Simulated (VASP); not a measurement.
Set up this calculation in VASP 6.6.1, as the native input.

| Property | Result |
| --- | --- |
| Task | relaxation of cell and atoms |
| Functional | LDA |
| Potentials or basis | VASP PAW LDA potentials, release 64 (Sr_sv) |
| Cutoff | 600 eV |
| k mesh | 8 × 8 × 8 |
| Occupations | fermi-dirac, width 0.05 eV |
| Spin | no spin polarisation |
| Ladder | gaps |
| Further INCAR settings | ALGO = Normal; EDIFF = 1e-07; IBRION = 2; EDIFFG = -0.01; NSW = 60; ISIF = 3 |

The structure of Sr lies in POSCAR:

```
Sr
1.0
    0.0000000000      3.0423500000      3.0423500000
    3.0423500000      0.0000000000      3.0423500000
    3.0423500000      3.0423500000      0.0000000000
Sr
1
Direct
    0.0000000000      0.0000000000      0.0000000000
```

One way to write it, as run:

INCAR

```
  PREC = Accurate
  ENCUT = 600
  EDIFF = 1E-7
  ISMEAR = -1
  SIGMA = 0.05
  LREAL = F
  LASPH = T
  NELM = 100
  ALGO = Normal
  ISIF = 3
  LWAVE = F
  LCHARG = F
  IBRION = 2
  NSW = 60
  EDIFFG = -0.01
```

KPOINTS

```
regular mesh
0
Gamma
  8 8 8
```

Potentials or basis: VASP PAW LDA potentials, release 64 (Sr_sv).

The run is started by

```bash
$ cat potpaw_LDA.64/Sr_sv/POTCAR > POTCAR
$ mpirun -np 1 vasp_std > vasp.out
```

It gave:

```yaml
Relaxed_volume: 48.51 Å³/atom
Relaxed_cell: a = 4.094 Å, b = 4.094 Å, c = 4.094 Å, α = 60.00°, β = 60.00°, γ = 60.00°
Space_group_after_relaxing_to_0.05_Å: Fm-3m (No. 225)
Energy_gained_by_relaxing: 43.7 meV/atom
Ionic_steps: 4
Pressure_after_relaxing: 0.0 GPa
Band_gap_on_the_k_mesh: 0.14 eV, indirect (least direct gap 0.38 eV)
```

Caveat: the volume moved by -14 % from the deposited cell, more than functionals usually miss.

Wall time 89 s on 1 thread of AMD EPYC 7R43 64-Core Processor (Zen 3), on a shared host, peak memory 0.15 GiB.
